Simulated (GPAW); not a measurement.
Crystal: PbS.

```
Pb S
1.0
     3.65366    0.00000    0.00000
     0.00000    3.65366    0.00000
     0.00000    0.00000    3.65366
Pb S
1 1
Direct
  0.00000 0.00000 0.00000
  0.50000 0.50000 0.50000
```

Measurements of this composition are mostly on another form, of space group No. 225.

Base run:

| Property | Result |
| --- | --- |
| Program | GPAW 26.7.0 |
| Functional | PBE |
| Potentials or basis | GPAW PAW data sets (gpaw-data 1.2.1) |
| Cutoff | 600 eV |
| Basis | pw |
| k mesh | 7 × 7 × 7 |
| Occupations | fermi-dirac, width 0.05 eV |
| Spin | no spin polarisation |

Its results: pressure -0.3 GPa.

**Question.** The run is repeated on the same cell with these changes: cutoff from 600 eV to 450 eV; k mesh from 7 × 7 × 7 to 6 × 6 × 6. What comes out?

**Answer.** Pressure -0.8 GPa.

Caveats: the cutoff is short for stress and forces, so pressures can be off by a GPa or more (some runs).
